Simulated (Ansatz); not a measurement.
# Cr (Cr, fcc): the cost of one run

Method: DFT PBEsol, plane waves (420 eV) with PAW, scalar-relativistic; the PAW data stem from PBE, with regenerated cores, in Ansatz 0.2.0.

## Step 1: Starting point

The structure is cubic, space group Fm-3m (No. 225). The conventional cell has a = 3.633 Å, b = 3.633 Å, c = 3.633 Å, α = 90.00°, β = 90.00°, γ = 90.00°. Cr (site symmetry m-3m) has 12 Cr at 2.57 Å as nearest neighbours.

As a file:

```cif
data_structure
_symmetry_space_group_name_H-M 'P 1'
_symmetry_Int_Tables_number 1
_cell_length_a 2.5693
_cell_length_b 2.5693
_cell_length_c 2.5693
_cell_angle_alpha 60.000
_cell_angle_beta 60.000
_cell_angle_gamma 60.000
_cell_volume 11.99
loop_
_atom_site_label
_atom_site_type_symbol
_atom_site_fract_x
_atom_site_fract_y
_atom_site_fract_z
_atom_site_occupancy
Cr1 Cr 0.00000 0.00000 0.00000 1
```

Starting moments (μB): +1.5.

## Step 2: Relaxation of the cell

input.yaml reads:

```yaml
crystal:
  lattice:
    - [0.0, 1.8167431579, 1.8167431579]
    - [1.8167431579, 0.0, 1.8167431579]
    - [1.8167431579, 1.8167431579, 0.0]
  atoms:
    - { symbol: Cr, position: [0.0, 0.0, 0.0], spin: 1.5 }
hamiltonian:
  xc: pbesol
  pseudopotentials:
    kind: paw
    azcp:
      Cr: "pseudopotentials/Cr.paw.azcp"
basis:
  ecutwfc: 420
  fft_grid_basis: typed
kpoints:
  mp_grid: { grid: [15, 15, 15], shift: [0, 0, 0] }
magnetization:
  spin_polarized: true
scf:
  occupations: { method: fermi_dirac, width: 0.05 }
relax:
  max_steps: 60
  f_tol: 0.01
  cell: {}
output:
  write_density: true
  write_potential: true
  elf: true
  volumetric_format: npy
```

On the command line:

```bash
$ ansatz run input.yaml --threads 2 --pin off --max-ram 5120MiB --backend cpu --events-out ev --progress --plain --runs-dir out
```

Q: Estimate wall time and peak memory on 2 threads of Arm Neoverse V2, shared host.

About 6.7 s, with a peak of 0.29 GiB.
